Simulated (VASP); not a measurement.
# CdS (F-43m) in VASP: a series of runs

The runs below take CdS through relaxation of cell and atoms, with PBE.

Everything below comes from runs of VASP 6.6.1. Logs are shortened: lines on timing, memory, paths and dates and some standing lists are left out, and cuts for length are marked.

### 1 Starting point

Symmetry: F-43m, No. 216, cubic system. The conventional cell has a = 5.833 Å, b = 5.833 Å, c = 5.833 Å, α = 90.00°, β = 90.00°, γ = 90.00°. Around Cd (site symmetry -43m) lie 4 S at 2.53 Å. Around S (site symmetry -43m) lie 4 Cd at 2.53 Å.

### 2 Relaxation of cell and atoms, PBE

INCAR reads:

```
SYSTEM = CdS
PREC = Accurate
ENCUT = 520
EDIFF = 1E-7
ISMEAR = 0
SIGMA = 0.02
LREAL = .False.
LASPH = .True.
NELM = 80
ALGO = Normal
ISIF = 3
LWAVE = .False.
LCHARG = .False.
GGA = PE
IBRION = 2
NSW = 80
EDIFFG = -0.002
```

KPOINTS reads:

```
regular mesh
0
Gamma
  4 4 4
  0 0 0
```

POSCAR reads:

```
CdS
1.0
    0.0000000000      2.9165000000      2.9165000000
    2.9165000000      0.0000000000      2.9165000000
    2.9165000000      2.9165000000      0.0000000000
Cd S
1 1
Direct
    0.0000000000      0.0000000000      0.0000000000
    0.2500000000      0.2500000000      0.2500000000
```

Potentials or basis: VASP PAW PBE potentials, release 64 (Cd, S).

On the command line:

```console
cat potpaw_PBE.64/Cd/POTCAR potpaw_PBE.64/S/POTCAR > POTCAR
mpirun -np 1 vasp_std > vasp.out
```

OUTCAR:

```text
SYSTEM = CdS
   PREC = Accurate
   ENCUT = 520
   EDIFF = 1E-7
   ISMEAR = 0
   LREAL = .False.
   LASPH = .True.
   NELM = 80
   ISIF = 3
   GGA = PE
   IBRION = 2
   NSW = 80
   EDIFFG = -0.002

 ion  position               nearest neighbor table
   1  0.000  0.000  0.000-   2 2.53   2 2.53   2 2.53   2 2.53
   2  0.250  0.250  0.250-   1 2.53   1 2.53   1 2.53   1 2.53

  LATTYP: Found a face centered cubic cell.
 ALAT       =     5.8330000000

  Lattice vectors:

 A1 = (   0.0000000000,   2.9165000000,   2.9165000000)
 A2 = (   2.9165000000,   0.0000000000,   2.9165000000)
 A3 = (   2.9165000000,   2.9165000000,   0.0000000000)

Analysis of symmetry for initial positions (statically):
=====================================================================
 Subroutine PRICEL returns:
 Original cell was already a primitive cell.

 Routine SETGRP: Setting up the symmetry group for a
 face centered cubic supercell.

 Subroutine GETGRP returns: Found 24 space group operations
 (whereof 24 operations were pure point group operations)
 out of a pool of 48 trial point group operations.

The static configuration has the point symmetry T_d .

Analysis of symmetry for dynamics (positions and initial velocities):
=====================================================================
 Subroutine PRICEL returns:
 Original cell was already a primitive cell.

 Routine SETGRP: Setting up the symmetry group for a
 face centered cubic supercell.

 Subroutine GETGRP returns: Found 24 space group operations
 (whereof 24 operations were pure point group operations)
 out of a pool of 48 trial point group operations.

The dynamic configuration has the point symmetry T_d .

 Subroutine INISYM returns: Found 24 space group operations
 (whereof 24 operations are pure point group operations),
 and found     1 'primitive' translations

----------------------------------------------------------------------------------------

                                     Primitive cell

  volume of cell :      49.6153

  direct lattice vectors                    reciprocal lattice vectors
     0.000000000  2.916500000  2.916500000    -0.171438368  0.171438368  0.171438368
     2.916500000  0.000000000  2.916500000     0.171438368 -0.171438368  0.171438368
     2.916500000  2.916500000  0.000000000     0.171438368  0.171438368 -0.171438368

  length of vectors
[... 60 lines left out ...]
   LNONCOLLINEAR =      F non collinear calculations
   LSORBIT =      F    spin-orbit coupling
   LASPH  =      T    aspherical Exc in radial PAW
   ENCUT  =  520.0 eV  38.22 Ry    6.18 a.u.   7.67  7.67  7.67*2*pi/ulx,y,z
   NELM   =     80;   NELMIN=  2; NELMDL= -5     # of ELM steps
   EDIFF  = 0.1E-06   stopping-criterion for ELM
   LREAL  =      F    real-space projection
   EDIFFG = -.2E-02   stopping-criterion for IOM
   NSW    =     80    number of steps for IOM
   IBRION =      2    ionic relax: 0-MD 1-quasi-New 2-CG
   NFREE  =      1    steps in history (QN), initial steepest desc. (CG)
   ISIF   =      3    stress and relaxation
   ISYM   =      2    0-nonsym 1-usesym 2-fastsym
   POTIM  = 0.5000    time-step for ionic-motion
   TEBEG  =    0.0;   TEEND  =   0.0 temperature during run
   PSTRESS=    0.0 pullay stress
   NELECT =      18.0000    total number of electrons
   NUPDOWN=      -1.0000    fix difference up-down
   EMIN   =  10.00;   EMAX   =-10.00  energy-range for DOS
   EFERMI =   0.00;   METHOD = LEGACY
   ISMEAR =     0;   SIGMA  =   0.02  broadening in eV -4-tet -1-fermi 0-gaus
   EFERMI_NEDOS =   21; number of points for ismear=-14 and -15
   IALGO  =     38    algorithm
   IMIX   =      4    mixing-type and parameters
     AMIX     =   0.40;   BMIX     =  1.00
     AMIX_MAG =   1.60;   BMIX_MAG =  1.00
  volume/ion in A,a.u.               =      24.81       167.41
  Fermi-wavevector in a.u.,A,eV,Ry     =   1.167599  2.206442 18.548649  1.363287
  Thomas-Fermi vector in A             =   2.304097
   LORBIT       =      0    0 simple, 1 ext, 2 COOP (PROOUT), +10 PAW based schemes
   GGA     = PE    functional components
   LHFCALC =     F    Hartree Fock is set to
   AEXX    =    0.0000 exact exchange contribution
   IVDW    =     0    specifies the selected vdW correction
   LEPSILON=     F    determine dielectric tensor
   LRPA    =     F    only Hartree local field effects (RPA)
 conjugate gradient relaxation of ions
 non-spin polarized calculation
 Gauss-broadening in eV      SIGMA  =   0.02
  energy-cutoff  :      520.00
  volume of cell :       49.62
 maximum number of plane-waves:      1363
 NGX is ok and might be reduce to    32
   NGX = 15   NGY = 15   NGZ = 15

--------------------------------------- Ionic step        1  -------------------------------------------

 number of electron      18.0000004 magnetization

 Free energy of the ion-electron system (eV)
  ---------------------------------------------------
  ext. energy  EPLUGINS =         0.00000000
  ---------------------------------------------------
  free energy    TOTEN  =        -6.08790837 eV

  energy without entropy =       -6.08790837  energy(sigma->0) =       -6.08790837

------------------------ aborting loop because EDIFF is reached ----------------------------------------

  FORCE on cell =-STRESS in cart. coord.  units (eV):
  Direction    XX          YY          ZZ          XY          YZ          ZX
  --------------------------------------------------------------------------------------
  -------------------------------------------------------------------------------------
  Total        1.0447538      1.0447538      1.0447538     -0.0000000     -0.0000000     -0.0000000
  in kB       33.7371660     33.7371660     33.7371660     -0.0000000     -0.0000000     -0.0000000
  external PRESSURE =      33.7371660 kB  Pullay stress =       0.0000000 kB
[... 59 lines left out ...]
--------------------------------------- Ionic step        3  -------------------------------------------

 number of electron      18.0000000 magnetization

 Free energy of the ion-electron system (eV)
  ---------------------------------------------------
  ext. energy  EPLUGINS =         0.00000000
  ---------------------------------------------------
  free energy    TOTEN  =        -6.11621929 eV

  energy without entropy =       -6.11621929  energy(sigma->0) =       -6.11621929

 E-fermi :   0.9929     XC(G=0):  -8.8839

 val. band max:        0.8791740608   @ k =   0.0000   0.0000   0.0000
 cond. band min:       1.8936218590   @ k =   0.0000   0.0000   0.0000
 fundamental gap:      1.0144477982
 Fermi energy:         0.9929118650

 k-point     1 :       0.0000    0.0000    0.0000
  band No.  band energies     occupation
      1     -11.1642      2.00000
      2      -6.6882      2.00000
      3      -6.6882      2.00000
      4      -6.6882      2.00000
      5      -6.2826      2.00000
      6      -6.2826      2.00000
      7       0.8792      2.00000
      8       0.8792      2.00000
      9       0.8792      2.00000
     10       1.8936      0.00000
     11       7.4134      0.00000
     12       7.4134      0.00000
     13       7.4134      0.00000
[... 139 lines left out ...]
  FREE ENERGIE OF THE ION-ELECTRON SYSTEM (eV)
  ---------------------------------------------------
  free  energy   TOTEN  =        -6.1162192865 eV

  energy  without entropy=       -6.1162192865  energy(sigma->0) =       -6.11621929

 reached required accuracy - stopping structural energy minimisation
```

CONTCAR:

```text
CdS
   1.00000000000000
    -0.0000000000000000    2.9708357738743816    2.9708357738743816
     2.9708357738743816   -0.0000000000000000    2.9708357738743816
     2.9708357738743816    2.9708357738743816   -0.0000000000000000
  Cd              S
     1     1
Direct
     0.0000000000000000    0.0000000000000000    0.0000000000000000
     0.2500000000000000    0.2500000000000000    0.2500000000000000

  0.00000000E+00  0.00000000E+00  0.00000000E+00
  0.00000000E+00  0.00000000E+00  0.00000000E+00
```

It took 22 s on 1 thread of Intel Xeon Platinum 8375C at 2.90GHz (Ice Lake), shared host; peak memory 0.18 GiB.

Results:

* Free energy: -6.1162 eV
* Relaxed volume: 26.22 Å³/atom
* Relaxed cell: a = 4.201 Å, b = 4.201 Å, c = 4.201 Å, α = 60.00°, β = 60.00°, γ = 60.00°
* Space group after relaxing (to 0.05 Å): F-43m (No. 216)
* Energy gained by relaxing: 14.2 meV/atom
* Ionic steps: 3
* Pressure after relaxing: 0.0 GPa
* Band gap on the k mesh: 1.01 eV, direct

The path:
```tsv
step	energy change (eV)	largest force (eV/Å)	pressure (GPa)	volume (Å³)
1	0.0000	0.0000	3.37	49.62
2	-0.0251	0.0000	-0.98	53.46
3	-0.0283	0.0000	0.01	52.44
```

Final structure:
```
Cd S
1.0
     0.00000    2.97084    2.97084
     2.97084    0.00000    2.97084
     2.97084    2.97084    0.00000
Cd S
1 1
Direct
  0.00000 0.00000 0.00000
  0.25000 0.25000 0.25000
```

Levels at points of the mesh, in eV from the valence-band top:
| k point | band 7 | band 8 | band 9 | band 10 | band 11 | band 12 |
| --- | --- | --- | --- | --- | --- | --- |
| (0.00, 0.00, 0.00) | 0.00 | 0.00 | 0.00 | 1.01 | 6.53 | 6.53 |
| (0.50, 0.00, 0.00) | -4.09 | -0.68 | -0.68 | 2.91 | 6.99 | 6.99 |
| (0.50, 0.50, 0.00) | -3.72 | -1.70 | -1.70 | 3.63 | 4.26 | 9.00 |

Caveat: the k mesh is coarse (spacing up to 0.47 Å⁻¹), so the values aren't converged. Zero-point motion and thermal expansion aren't in these numbers.

### 3 Relaxation of cell and atoms, PBE

This run uses another cell than the first one, of 26.22 Å³/atom, 1.057 times its volume.

INCAR is that of step 2.

KPOINTS is that of step 2.

POSCAR reads:

```
CdS                                     
1.0
   -0.0000000000      2.9708357739      2.9708357739
    2.9708357739     -0.0000000000      2.9708357739
    2.9708357739      2.9708357739     -0.0000000000
  Cd              S             
     1     1
Direct
     0.0000000000000000    0.0000000000000000    0.0000000000000000
     0.2500000000000000    0.2500000000000000    0.2500000000000000
```

Potentials or basis: VASP PAW PBE potentials, release 64 (Cd, S).

On the command line:

```console
cat potpaw_PBE.64/Cd/POTCAR potpaw_PBE.64/S/POTCAR > POTCAR
mpirun -np 1 vasp_std > vasp.out
```

Wall time 13 s (1 thread of Intel Xeon Platinum 8375C at 2.90GHz (Ice Lake), shared host); peak memory 0.17 GiB.

The run converged. Its results:

```
Free energy                            : -6.1166 eV
Relaxed volume                         : 26.23 Å³/atom
Relaxed cell                           : a = 4.202 Å, b = 4.202 Å, c = 4.202 Å, α = 60.00°, β = 60.00°, γ = 60.00°
Space group after relaxing (to 0.05 Å) : F-43m (No. 216)
Energy gained by relaxing              : 0.0 meV/atom
Ionic steps                            : 2
Pressure after relaxing                : 0.0 GPa
Band gap on the k mesh                 : 1.01 eV, direct
```

Final structure:
```
Cd S
1.0
     0.00000    2.97119    2.97119
     2.97119    0.00000    2.97119
     2.97119    2.97119    0.00000
Cd S
1 1
Direct
  0.00000 0.00000 0.00000
  0.25000 0.25000 0.25000
```

Levels at points of the mesh, in eV from the valence-band top:
| k point | band 6 | band 7 | band 8 | band 9 | band 10 | band 11 | band 12 | band 13 |
| --- | --- | --- | --- | --- | --- | --- | --- | --- |
| (0.00, 0.00, 0.00) | -7.16 | 0.00 | 0.00 | 0.00 | 1.01 | 6.53 | 6.53 | 6.53 |
| (0.50, 0.00, 0.00) | -6.83 | -4.08 | -0.68 | -0.68 | 2.91 | 6.99 | 6.99 | 7.30 |
| (0.50, 0.50, 0.00) | -6.76 | -3.72 | -1.70 | -1.70 | 3.63 | 4.26 | 9.00 | 10.43 |

Caveat: the k mesh is coarse (spacing up to 0.46 Å⁻¹), so the values aren't converged.
